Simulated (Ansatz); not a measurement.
Crystal: NbAs.

```
Nb As
1.0
    -1.72585    1.72585    5.84000
     1.72585   -1.72585    5.84000
     1.72585    1.72585   -5.84000
Nb As
2 2
Direct
  0.50000 0.00000 0.50000
  0.75000 0.75000 0.00000
  0.91600 0.41600 0.50000
  0.16600 0.16600 0.00000
```

Base run:

* Program: Ansatz 0.2.0
* Functional: PBEsol
* Potentials or basis: all-electron LAPW, scalar-relativistic
* Cutoff: 247 eV (chosen from the basis error)
* Basis error allowed: 0.002 eV/atom
* k mesh: 11 × 11 × 11
* Occupations: fermi-dirac, width 0.05 eV
* Spin: no spin polarisation

Its results: pressure -2.3 GPa; largest force 0.288 eV/Å.

Question: The run is repeated on the same cell with these changes: functional from PBEsol to PBE. What comes out?

Answer: Pressure 3.3 GPa; largest force 0.298 eV/Å.

PBE binds less tightly than PBEsol, so the same cell stands under more pressure.
